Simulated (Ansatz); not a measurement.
**Al2Ru: what symmetry allows forces and stress to be**

```
CELL_PARAMETERS angstrom
-1.61015 1.61015 4.10305
1.61015 -1.61015 4.10305
1.61015 1.61015 -4.10305
ATOMIC_POSITIONS crystal
Al 0.63348 0.63348 0.00000
Al 0.32505 0.32505 0.00000
Ru 0.04147 0.04147 0.00000
```

Computed with DFT PBEsol, scalar-relativistic, plane waves, PAW in Ansatz 0.2.0.

Settings: cutoff 420 eV, Γ-centred mesh 16×16×16 on the computed 3-atom cell, Gaussian smearing of 0.10 eV; no spin polarisation.

This distorted cell has space group I4mm, with 8 operations.

**Question.** Without a calculation: in which directions can each atom feel a force?

**Answer.** A force must be left unchanged by every operation that keeps its atom in place, so it lies in the space that those operations leave fixed. Atoms that the group maps onto each other feel forces of one size.
| atom | site symmetry | operations at the site | equivalent to atom | allowed force (Cartesian) |
| --- | --- | --- | --- | --- |
| Al1 | 4mm | 8 | 1 | along (0.00, 0.00, 1.00) |
| Al2 | 4mm | 8 | 2 | along (0.00, 0.00, 1.00) |
| Ru3 | 4mm | 8 | 3 | along (0.00, 0.00, 1.00) |

That leaves 3 independent force components of 9, tied by 1 condition that the forces sum to zero, so 2 remain. A relaxation in this cell that keeps the symmetry moves the atoms in these directions alone.

**Question.** And the stress tensor?

**Answer.** It must be invariant under the point group, which leaves 2 independent components: yz, xz, xy vanish; xx = yy.

**Question.** Do the computed values obey this?

**Answer.** Yes. Forces (eV/Å):
```
Al1  0.000  0.000  2.795
Al2  0.000  0.000  1.669
Ru3  0.000  0.000 -4.464
```

Stress (GPa, compression positive, xx yy zz yz xz xy): 3.33 3.33 23.55 0.00 0.00 0.00. The program imposes the same operations on density, forces and stress, so this confirms the analysis and is no independent test of the calculation.